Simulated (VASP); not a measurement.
Runs of VASP 6.6.1 on CdTe. All rows change the cell; the cell of one of them follows. Symmetry: F-43m, No. 216, cubic system. The conventional cell has a = 6.627 Å, b = 6.627 Å, c = 6.627 Å, α = 90.00°, β = 90.00°, γ = 90.00°. Around Cd (site symmetry -43m) lie 4 Te at 2.87 Å. Around Te (site symmetry -43m) lie 4 Cd at 2.87 Å. The cell was built by a generator and needn't be a form met in nature.

```csv
level,cell,k mesh,smearing,exchange at q = 0,grid for exact exchange (PRECFOCK),screening parameter,mesh quality,gap on the mesh (eV),pressure (GPa)
HSE06,hydrostatic strain +1.0%,4 × 4 × 4,gaussian 0.01 eV,truncated,Normal,0.2079 1/A,not flagged,1.34,-1.0
PBE,uniaxial_x strain +2.3%,6 × 6 × 6,fermi-dirac 0.02 eV,-,-,-,not flagged,(c),0.3
r2SCAN,biaxial_xy strain -3.3%,6 × 6 × 6,gaussian 0.01 eV,-,-,-,not flagged,(b),3.3
HSE06,biaxial_xy strain -3.3%,4 × 4 × 4,gaussian 0.01 eV,truncated,Normal,0.2079 1/A,coarse,1.62,(a)
```

Alike in all rows: task single point; potentials or basis VASP PAW PBE potentials, release 64 (Cd, Te); no spin polarisation; cutoff (eV) 520.

Problem. Fill in the values left out.

Solution. (a) 3.4; (b) 1.33; (c) 0.57.

Caveats: some runs use coarse meshes; spin-orbit coupling is left out, which moves the levels of the heavy elements; the PAW data sets were made with another functional, which shifts forces and pressure a little (some runs).

A k mesh can miss the band edges, and the runs leave out spin-orbit coupling on Cd, Te.
